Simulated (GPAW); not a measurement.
Si2Mo:

```
Mo Si
1.0
     4.58547    0.00000    0.00000
    -2.29274    3.97113    0.00000
     0.00000    0.00000    6.57976
Mo Si
3 6
Direct
  0.50000 0.50000 0.83333
  0.00000 0.50000 0.16667
  0.50000 0.00000 0.50000
  0.16387 0.32775 0.50000
  0.67225 0.83613 0.16667
  0.83613 0.16387 0.83333
  0.83613 0.67225 0.50000
  0.32775 0.16387 0.16667
  0.16387 0.83613 0.83333
```

Measurements of this composition are mostly on another form, of space group No. 139.

Program: GPAW 26.7.0. Alike in all runs: no spin polarisation; cell as given; cutoff (eV) 600; smearing fermi-dirac 0.05 eV.

Task: Order these runs on this cell by their pressure, lowest first.
A. level LDA; potentials or basis the program's PAW data sets (release 1.2.1) made for this functional, pw; k mesh 5 × 5 × 3; band path GMKGALHA,LM,KH; band points 100
B. level PBEsol; potentials or basis PAW data sets generated in the run's folder for this functional, pw; k mesh 7 × 7 × 4
C. level r2SCAN; potentials or basis GPAW PAW data sets (gpaw-data 1.2.1), pw; k mesh 5 × 5 × 3; band path GMKGALHA,LM,KH; band points 100

Result: A (-4.6 GPa), B (-0.9 GPa), C (0.8 GPa).

Caveats: the PAW data sets were made with another functional, which shifts forces and pressure a little (some runs).

Not every run made on this cell is shown here.
